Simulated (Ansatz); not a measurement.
# Pt16NO: the cost of one run

Method: DFT PBE, scalar-relativistic, plane waves, PAW, in Ansatz 0.2.0.

3 further runs of the same task are left out: 3 set aside as unsound or not needed.

### Step 1. The structure to begin with

Symmetry: P-3m1, No. 164, trigonal system. The conventional cell has a = 2.807 Å, b = 2.807 Å, c = 23.876 Å, α = 90.00°, β = 90.00°, γ = 120.00°. Around Pt (site symmetry 3m) lie 9 Pt at 2.81 Å. Around Pt (site symmetry 3m) lie 12 Pt at 2.78 to 2.81 Å.

As a file:

```xyz
16
Lattice="5.6146 0.0000 0.0000 -2.8073 4.8624 0.0000 0.0000 0.0000 23.8764" Properties=species:S:1:pos:R:3 pbc="T T T"
Pt    1.4036    0.8104    8.5000
Pt    0.0000    3.2416    8.5000
Pt    4.2109    0.8104    8.5000
Pt    2.8073    3.2416    8.5000
Pt    2.8073    1.6208   10.7921
Pt    1.4036    4.0520   10.7921
Pt    0.0000    1.6208   10.7921
Pt   -1.4036    4.0520   10.7921
Pt   -1.4036    2.4312   13.0560
Pt    0.0000    0.0000   13.0560
Pt    1.4036    2.4312   13.0560
Pt    2.8073    0.0000   13.0560
Pt    0.0000    3.2416   15.3556
Pt    1.4036    0.8104   15.3556
Pt    2.8073    3.2416   15.3556
Pt    4.2109    0.8104   15.3556
```

Planes are indexed in the bulk's conventional cell (Fm-3m (No. 225)), a = 3.970 Å, b = 3.970 Å, c = 3.970 Å, α = 90.00°, β = 90.00°, γ = 90.00°.

It is a (111) slab, 6.9 Å thick as cut, with 17 Å of vacuum, in a 2×2 surface cell; its outer planes are Pt (top) and Pt (bottom). An earlier relaxation, lower half held, gave -200363.3093 eV, work function 5.72 eV.

### Step 2. NO at the top (Pt) site

Contents of input.yaml:

```yaml
crystal:
  lattice:
    - [5.6145890043, 0.0, 0.0]
    - [-2.8072945021, 4.8623767095, 0.0]
    - [0.0, 0.0, 27.036439088]
  atoms:
    - { symbol: Pt, position: [0.3333333333, 0.1666666667, 0.3143905147] }
    - { symbol: Pt, position: [0.3333333333, 0.6666666667, 0.3143905147] }
    - { symbol: Pt, position: [0.8333333333, 0.1666666667, 0.3143905147] }
    - { symbol: Pt, position: [0.8333333333, 0.6666666667, 0.3143905147] }
    - { symbol: Pt, position: [0.6666666667, 0.3333333333, 0.3991704058] }
    - { symbol: Pt, position: [0.6666666667, 0.8333333333, 0.3991704058] }
    - { symbol: Pt, position: [0.1666666667, 0.3333333333, 0.3991704058] }
    - { symbol: Pt, position: [0.1666666667, 0.8333333333, 0.3991704058] }
    - { symbol: Pt, position: [0.0, 0.5, 0.4829027606] }
    - { symbol: Pt, position: [0.0, 0.0, 0.4829027606] }
    - { symbol: Pt, position: [0.5, 0.5, 0.4829027606] }
    - { symbol: Pt, position: [0.5, 0.0, 0.4829027606] }
    - { symbol: Pt, position: [0.3333333333, 0.6666666667, 0.5679609208] }
    - { symbol: Pt, position: [0.3333333333, 0.1666666667, 0.5679609208] }
    - { symbol: Pt, position: [0.8333333333, 0.6666666667, 0.5679609208] }
    - { symbol: Pt, position: [0.8333333333, 0.1666666667, 0.5679609208] }
    - { symbol: "N", position: [0.3333333333, 0.6666666667, 0.6463736139] }
    - { symbol: O, position: [0.3333333333, 0.6666666667, 0.6892786723] }
basis:
  ecutwfc: 420
kpoints:
  mp_grid: { grid: [6, 6, 1] }
hamiltonian:
  xc: pbe
scf:
  occupations: { method: gaussian, width: 0.1 }
output:
  forces: true
  eigenvalues: true
  write_density: true
  write_potential: true
  elf: true
  volumetric_format: npy
relax:
  adjacent_minimum: "off"
  f_tol: 0.03
  max_steps: 70
  constraints: [{ sites: [0, 1, 2, 3, 4, 5, 6, 7] }]
efield:
  axis: 3
  dipole_correction: true
```

Command:

```console
$ ansatz run input.yaml --threads 4 --pin off --max-ram 10240MiB --backend cpu --events-out ev --progress --plain --runs-dir out
```

What time and memory should one allow on 4 threads of Arm Neoverse N1, shared host?

About 6.8 min, with a peak of 2.8 GiB.
